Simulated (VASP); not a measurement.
System: AlCo (CsCl type, first atom moved by 0.06 Å along [111]), 2 atoms in the cell.

```
CELL_PARAMETERS angstrom
2.85000 0.00000 0.00000
0.00000 2.85000 0.00000
0.00000 0.00000 2.85000
ATOMIC_POSITIONS crystal
Co 0.01215 0.01215 0.01215
Al 0.50000 0.50000 0.50000
```

Code and potentials: VASP, Co_pv/Al, 352 eV. Settings: k-mesh 4×4×4 Γ-centred; Fermi–Dirac smearing of 0.1 eV; no spin polarisation. For HSE06: HFSCREEN = 0.208; HFRCUT = 0; PRECFOCK = Normal.

Plain PBE gives:

```yaml
Pressure: 1.89 GPa
```

```tsv
atom	Fx (eV/Å)	Fy (eV/Å)	Fz (eV/Å)
Co1	-0.257	-0.257	-0.257
Al2	0.257	0.257	0.257
```

**Question.** What changes under HSE06?

**Answer.** The pressure goes down by 8.40 GPa to -6.51 GPa; the forces move by 19 meV/Å (rms):

| atom | Fx (eV/Å) | Fy (eV/Å) | Fz (eV/Å) |
| --- | --- | --- | --- |
| Co1 | -0.246 | -0.246 | -0.246 |
| Al2 | 0.246 | 0.246 | 0.246 |

VASP prints the stress at a fixed plane-wave basis, so it holds the Pulay stress of this cutoff.

The k-mesh is coarse, so these values belong to this mesh and can lie far from the converged ones. Potentials made with PBE were used with another functional (at least in: VASP, Co_pv/Al, 352 eV (HSE06)).
